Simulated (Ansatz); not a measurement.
# Cr: a single-point run

Wanted: a converged single-point run for Cr, and a check of what comes out.

Computed with Ansatz 0.2.0 (DFT, PBE, all-electron LAPW, scalar-relativistic, unless a step's input says otherwise).

## Step 1: The structure to begin with

The structure is cubic, space group Fm-3m (No. 225). The conventional cell has a = 7.023 Å, b = 7.023 Å, c = 7.023 Å, α = 90.00°, β = 90.00°, γ = 90.00°.

Structure file:

```cif
data_structure
_symmetry_space_group_name_H-M 'P 1'
_symmetry_Int_Tables_number 1
_cell_length_a 4.9660
_cell_length_b 4.9660
_cell_length_c 4.9660
_cell_angle_alpha 60.000
_cell_angle_beta 60.000
_cell_angle_gamma 60.000
_cell_volume 86.60
loop_
_atom_site_label
_atom_site_type_symbol
_atom_site_fract_x
_atom_site_fract_y
_atom_site_fract_z
_atom_site_occupancy
Cr1 Cr 0.00000 0.00000 0.00000 1
```

## Step 2: The run

Contents of input.yaml:

```yaml
crystal:
  lattice:
    - [0.0, 3.51152496, 3.51152496]
    - [3.51152496, 0.0, 3.51152496]
    - [3.51152496, 3.51152496, 0.0]
  atoms:
    - { symbol: Cr, position: [0.0, 0.0, 0.0], spin: 3.0 }
magnetization:
  spin_polarized: true
kpoints:
  mp_grid: { grid: [19, 19, 19] }
scf:
  occupations: { method: fermi_dirac, width: 0.03 }
  max_iter: 75
hamiltonian:
  xc: pbe
  pseudopotentials: { kind: all_electron, lapw: { basis_error: 0.001 } }
output:
  forces: true
  stress: true
  eigenvalues: true
```

Launch:

```sh
ansatz run input.yaml --threads 1 --pin off --max-ram 3072MiB --backend cpu --events-out ev --progress --plain --runs-dir out
```

**Question.** How will this run end, and is anything wrong with its input?

The run converged and reported no error. That alone doesn't make the input a sound one.

All or some distances are much too long for bonding. The shortest distance in the input is 4.97 Å.

Fix: restore the intended geometry.
